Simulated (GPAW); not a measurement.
# GaN (P6_3mc) in GPAW: settings compared

One crystal, GaN, is run at these levels: LDA, PBEsol, PBE; tasks: single point.

All numbers are computed with GPAW 26.7.0; they aren't measurements. Logs are shortened: lines on timing, memory, paths and dates and some standing lists are left out, and cuts for length are marked. The log counts tension as positive stress, the text compression.

**Experimental background.**

“Studying electronic properties in GaN without electrical contacts using γ-γ vs e−-γ Perturbed Angular Correlations”, 2019, pmc:6823545 quotes, for a bulk crystal of GaN: band gap 3.503 ± 0.005 eV (direct).

How close the calculation comes is told below.

### Step 1. Starting point

It takes space group P6_3mc (No. 186, hexagonal). The conventional cell has a = 3.180 Å, b = 3.180 Å, c = 5.166 Å, α = 90.00°, β = 90.00°, γ = 120.00°. Around Ga (site symmetry 3m) lie 4 N at 1.94 to 1.95 Å. Around N (site symmetry 3m) lie 4 Ga at 1.94 to 1.95 Å.

### Step 2. Single point, LDA

Contents of run.py:

```python
from ase.dft.bandgap import bandgap
from ase.io import read, write
from ase.units import GPa
from gpaw import GPAW, PW

atoms = read('POSCAR')

calc = GPAW(mode=PW(600),
            xc='LDA',
            kpts={'size': (8, 8, 4), 'gamma': True},
            occupations={'name': 'fermi-dirac', 'width': 0.01},
            nbands=18,
            convergence={'density': 1e-05, 'energy': 1e-05},
            maxiter=150,
            txt='gpaw.txt')
atoms.calc = calc
energy = atoms.get_potential_energy()
forces = atoms.get_forces()
stress = atoms.get_stress()
calc.write('gs.gpw')
write('result.traj', atoms)
print(f'Energy: {energy:.6f} eV')
print('Forces (eV/A):')
print(forces.round(4))
print('Stress (GPa):', (stress / GPa).round(3))
print('Fermi level:', round(calc.get_fermi_level(), 4), 'eV')
print(f'Gap: {bandgap(calc)[0]:.4f} eV, direct: {bandgap(calc, direct=True)[0]:.4f} eV')
```

Contents of POSCAR:

```
GaN
1.0
    3.1800000000      0.0000000000      0.0000000000
   -1.5900000000      2.7539607840      0.0000000000
    0.0000000000      0.0000000000      5.1660000000
Ga N
2 2
Direct
    0.6666666667      0.3333333333      0.5000000000
    0.3333333333      0.6666666667      0.0000000000
    0.6666666667      0.3333333333      0.8750000000
    0.3333333333      0.6666666667      0.3750000000
```

Potentials or basis: the program's PAW data sets (release 1.2.1) made for this functional, pw.

The run is started by

```console
> OMP_NUM_THREADS=1 python run.py
```

gpaw.txt:

```text
__  _  _
 | _ |_)|_||  |
 |__||  | ||/\| - 26.7.0

Input parameters:
  mode=PW(ecut=600.0),
  convergence={'density': 1e-05, 'energy': 1e-05},
  kpts=MonkhorstPack(size=(8, 8, 4), gamma=True),
  maxiter=150,
  nbands=18,
  occupations=Occupations(name='fermi-dirac', width=0.01),
  xc=XC(name='LDA')

Diagonalizing LCAO Hamiltonian
Converting LCAO to pw mode

           N

           Ga
        N

        Ga

Atoms  # Å, Bohr magnetons
|   | symbol |         x |        y |        z |    initial magnetic moments |
|---|--------|-----------|----------|----------|-----------------------------|
| 0 |     Ga |  1.590000 | 0.917987 | 2.583000 | ( 0.0000,  0.0000,  0.0000) |
| 1 |     Ga | -0.000000 | 1.835974 | 0.000000 | ( 0.0000,  0.0000,  0.0000) |
| 2 |      N |  1.590000 | 0.917987 | 4.520250 | ( 0.0000,  0.0000,  0.0000) |
| 3 |      N | -0.000000 | 1.835974 | 1.937250 | ( 0.0000,  0.0000,  0.0000) |

Unit cell  # Å
| periodic |         x |        y |        z |  lengths |     angles |
|----------|-----------|----------|----------|----------|------------|
|      yes |  3.180000 | 0.000000 | 0.000000 | 3.180000 |  90.000000 |
|      yes | -1.590000 | 2.753961 | 0.000000 | 3.180000 |  90.000000 |
|      yes |  0.000000 | 0.000000 | 5.166000 | 5.166000 | 120.000000 |

Number of symmetries: 6
Symmetry operations  # r_c * U_cc + t_c -> r_c
|   | kind |            matrix            |
|---|------|------------------------------|
| 0 |  σ   |  1, 1, 0,  0,-1, 0,  0, 0, 1 |
| 1 |  E   |  1, 0, 0,  0, 1, 0,  0, 0, 1 |
| 2 |  C3  |  0, 1, 0, -1,-1, 0,  0, 0, 1 |
| 3 |  σ   |  0,-1, 0, -1, 0, 0,  0, 0, 1 |
| 4 |  σ   | -1, 0, 0,  1, 1, 0,  0, 0, 1 |
| 5 |  C3  | -1,-1, 0,  1, 0, 0,  0, 0, 1 |

BZ-sampling:
  Number of BZ points: 256
  Number of IBZ points: 35

  Monkhorst-Pack size: [8, 8, 4]
  Monkhorst-Pack shift: [0.0625, 0.0625, 0.125]

K-points  # in reciprocal-cell coordinates
|     |                                coordinates |     weight |
|-----|--------------------------------------------|------------|
|   0 | (  0.00000000,   0.00000000,   0.00000000) | 0.00390625 |
|   1 | (  0.00000000,   0.00000000,   0.25000000) | 0.00781250 |
|   2 | (  0.00000000,   0.00000000,   0.50000000) | 0.00390625 |
|   3 | (  0.12500000,   0.00000000,  -0.25000000) | 0.02343750 |
|   4 | (  0.12500000,   0.00000000,   0.00000000) | 0.02343750 |
|   5 | (  0.12500000,   0.00000000,   0.25000000) | 0.02343750 |
|   6 | (  0.12500000,   0.00000000,   0.50000000) | 0.02343750 |
|   7 | (  0.25000000,  -0.12500000,   0.00000000) | 0.02343750 |
|   8 | (  0.25000000,  -0.12500000,   0.25000000) | 0.04687500 |
|   9 | (  0.25000000,  -0.12500000,   0.50000000) | 0.02343750 |
| ... |                                            |            |
|  34 | (  0.50000000,   0.50000000,   0.50000000) | 0.01171875 |

Plane wave coefficients: 1532
Cutoff: 600.0 eV

Spin-components: 1 (collinear spins)
Bands:           18
Projectors:      20
Spin-degeneracy: 2
Datatype:        complex128

Density:
  Valence electrons: 16.0
  Components: 1
  Grid points: [18 18 30]
  Charge: 0.0  # |e|

Potential:
  Grid points: [18 18 30]

species:
  Ga:
    name:    Gallium
    Z:       31.0
    valence: 3
    core:    28
    charge:  0.0  # [|e|]
    compensation charges:
      type: gauss
      rc: 0.37  # [Å]
      lmax: 2
    cutoffs:
      filter: 2.06  # [Å]
      core: 4.17  # [Å]
    projectors
    | kind |    occ | energy [eV] | rcut [Å] |
    |------|--------|-------------|----------|
    |   4s |  2.000 |      -9.167 |    1.164 |
    |   4p |  1.000 |      -2.734 |    1.164 |
    |    s |        |      18.045 |    1.164 |
    |    p |        |      24.478 |    1.164 |
    |    d |        |       0.000 |    1.164 |

    Using partial waves for Ga as LCAO basis

  N:
    name:    Nitrogen
    Z:       7.0
    valence: 5
    core:    2
    charge:  0.0  # [|e|]
    compensation charges:
      type: gauss
      rc: 0.18  # [Å]
      lmax: 2
    cutoffs:
      filter: 1.11  # [Å]
      core: 0.96  # [Å]
    projectors
    | kind |    occ | energy [eV] | rcut [Å] |
    |------|--------|-------------|----------|
    |   2s |  2.000 |     -18.420 |    0.603 |
    |   2p |  3.000 |      -7.237 |    0.529 |
    |    s |        |       8.791 |    0.603 |
    |    p |        |      19.974 |    0.529 |
    |    d |        |       0.000 |    0.577 |

    Using partial waves for N as LCAO basis

Reference energy: -108557.861093  # eV

eigensolver:
  PPCG
  Converge bands: occupied
  niter=2

density mixing:
  MSR1-Mixer
  Pratt-step length: 0.05
  Maximum mixing coefficient: 0.75
  Old densities: 10
  SVD Regularization: 0.005
  Good broyden scale: 1.0
  Trust region scale: 1.0
  Backstep threshold: 4.0
  History deletion threshold: 6.0
  Fourier metric: weight=20.0, sigma=0.015

occupation numbers:
  Fermi-Dirac:
    width: 0.0100  # eV

poisson solver:
  ecut: 4800.0  # eV

xc functional:
  name: None

convergence criteria:
- Maximum integral of absolute [dens]ity change: 1e-05 electrons / valence electron
- Maximum [total energy] change in last 3 cyles: 1e-05 eV / valence electron
- Maximum integral of absolute [eigenst]ate change: 4e-08 eV^2 / valence electron
maximum number of iterations: 150

SCF iterations
|iter     | |      energy | eigst |  dens |
|---------|-|-------------|-------|-------|
|iter:   1| |  -30.938980 | -0.30 |       |
|iter:   2| |  -30.014329 | -1.89 | -0.58 |
|iter:   3| |  -27.469815 | -0.58 | -0.63 |
|iter:   4| |  -27.441017 | -2.93 | -1.31 |
|iter:   5| |  -27.431344 | -3.42 | -1.59 |
|iter:   6| |  -27.431325 | -5.53 | -2.85 |
|iter:   7| |  -27.431330c| -6.41 | -3.24 |
|iter:   8| |  -27.431330c| -7.65c| -4.23 |
|iter:   9| |  -27.431330c| -7.70c| -4.63 |
|iter:  10| |  -27.431330c| -8.33c| -5.10c|

Converged in 10 steps
Energy contributions relative to reference atoms: (reference = -108557.861093)

Energy contributions:
  Kinetic:          68.021002
  Coulomb:         -59.448122
  Zero:              0.108171
  External:          0.000000
  Xc:              -36.112380
  Entropy:          -0.000000
  Spinorbit:         0.000000
  ----------------------------
  Free energy:     -27.431330
  Extrapolated:    -27.431330

dipole moment: (-0.000024, -0.000040, -11.624108)  # |e|*Ang

Fermi level: 6.392
Eigenvalues  # (at kpt = [0.000, 0.000, 0.000])
| band index |      eig [eV] | occ [0-2] |
|------------|---------------|-----------|
|          0 |        -9.701 |     2.000 |
|          1 |        -7.238 |     2.000 |
|          2 |        -0.984 |     2.000 |
|          3 |         5.127 |     2.000 |
|          4 |         5.127 |     2.000 |
|          5 |         6.133 |     2.000 |
[... 8 lines left out ...]
|         14 |        17.888 |     0.000 |
|         15 |        17.888 |     0.000 |
|        ... |               |           |
|         17 |        21.436 |     0.000 |

Gap: 2.082 eV
Transition (v -> c):
  (s=0, k=0, n=7, [0.00, 0.00, 0.00]) -> (s=0, k=0, n=8, [0.00, 0.00, 0.00])
No difference between direct/indirect transitions

Forces  # eV/Ang
|        x |       y |        z |
|----------|---------|----------|
|  0.00000 | 0.00000 | -0.16924 |  # Ga   0
|  0.00000 | 0.00000 | -0.16921 |  # Ga   1
|  0.00000 | 0.00000 |  0.16610 |  # N    2
| -0.00000 | 0.00000 |  0.16598 |  # N    3

Stress tensor  # eV/Ang^3
|         x |         y |         z |
|-----------|-----------|-----------|
|  0.021249 | -0.000000 | -0.000000 |
| -0.000000 |  0.021249 |  0.000000 |
| -0.000000 |  0.000000 |  0.007323 |

# Writing to gs.gpw (mode='')
```

Wall time 19 s (1 thread of Arm Neoverse V1, shared host); peak memory 0.16 GiB.

Results:

```
Free energy            : -27.4313 eV
Pressure               : -2.7 GPa
Largest force          : 0.169 eV/Å
Band gap on the k mesh : 2.08 eV, direct
```

Forces on the atoms (eV/Å):
```
Ga   0.000  0.000 -0.169
Ga   0.000  0.000 -0.169
N    0.000  0.000  0.166
N    0.000  0.000  0.166
```

Levels at points of the mesh, in eV from the valence-band top:
| k point | band 5 | band 6 | band 7 | band 8 | band 9 | band 10 | band 11 | band 12 |
| --- | --- | --- | --- | --- | --- | --- | --- | --- |
| (0.00, 0.00, 0.00) | -1.08 | -0.07 | 0.00 | 0.00 | 2.08 | 4.30 | 9.23 | 9.82 |
| (0.00, 0.00, 0.50) | -0.56 | -0.56 | -0.56 | -0.56 | 4.34 | 4.34 | 8.49 | 8.49 |
| (0.50, 0.50, 0.00) | -4.31 | -2.77 | -2.33 | -1.00 | 4.99 | 5.63 | 6.04 | 8.68 |
| (0.50, 0.50, 0.50) | -1.97 | -1.97 | -1.94 | -1.94 | 4.38 | 4.38 | 7.79 | 7.79 |

Caveat: the cutoff is short for stress and forces, so pressures can be off by a GPa or more.

### Step 3. Single point, LDA

Changes to run.py since step 2:

```diff
@@ -1,3 +1,4 @@
+from ase import Atoms
 from ase.dft.bandgap import bandgap
-from ase.io import read, write
+from ase.io import write
 from ase.units import GPa
@@ -5,3 +6,11 @@
 
-atoms = read('POSCAR')
+atoms = Atoms(['Ga', 'Ga', 'N', 'N'],
+              cell=[[3.18, 0.0, 0.0],
+                    [-1.59, 2.753960784, 0.0],
+                    [0.0, 0.0, 5.166]],
+              scaled_positions=[[0.6666666667, 0.3333333333, 0.5],
+                                [0.3333333333, 0.6666666667, 0.0],
+                                [0.6666666667, 0.3333333333, 0.875],
+                                [0.3333333333, 0.6666666667, 0.375]],
+              pbc=True)
 
@@ -10,6 +19,6 @@
             kpts={'size': (8, 8, 4), 'gamma': True},
-            occupations={'name': 'fermi-dirac', 'width': 0.01},
+            occupations={'name': 'fermi-dirac', 'width': 0.05},
             nbands=18,
             convergence={'density': 1e-05, 'energy': 1e-05},
-            maxiter=150,
+            maxiter=80,
             txt='gpaw.txt')
```

Potentials or basis: the program's PAW data sets (release 1.2.1) made for this functional, pw.

The run is started by

```console
> OMP_NUM_THREADS=1 python run.py
```

Run time: 19 s. Hardware: 1 thread of Arm Neoverse V1, shared host; peak memory 0.16 GiB.

The run converged. Its results:

```yaml
Free_energy: -27.4313 eV
Pressure: -2.7 GPa
Largest_force: 0.169 eV/Å
Band_gap_on_the_k_mesh: 2.08 eV, direct
```

Forces in eV/Å, atoms in the order of the input:
```
Ga   0.000  0.000 -0.169
Ga   0.000  0.000 -0.169
N    0.000  0.000  0.166
N    0.000  0.000  0.166
```

Stress tensor (GPa, compression positive):
```
-3.40  0.00  0.00
 0.00 -3.40  0.00
 0.00  0.00 -1.17
```

Levels at points of the mesh, in eV from the valence-band top:
```
           k point  band 4  band 5  band 6  band 7  band 8  band 9  band 10  band 11  band 12  band 13
(0.00, 0.00, 0.00)   -1.08   -1.08   -0.07    0.00    0.00    2.08     4.30     9.23     9.82     9.82
(0.00, 0.00, 0.50)   -4.00   -0.56   -0.56   -0.56   -0.56    4.34     4.34     8.49     8.49    10.35
(0.50, 0.50, 0.00)   -5.36   -4.31   -2.77   -2.33   -1.00    4.99     5.63     6.04     8.68    10.30
(0.50, 0.50, 0.50)   -6.75   -1.97   -1.97   -1.94   -1.94    4.38     4.38     7.79     7.79     9.99
```

Caveat: the cutoff is short for stress and forces, so pressures can be off by a GPa or more.

(Part 1 of 3 ends here.)
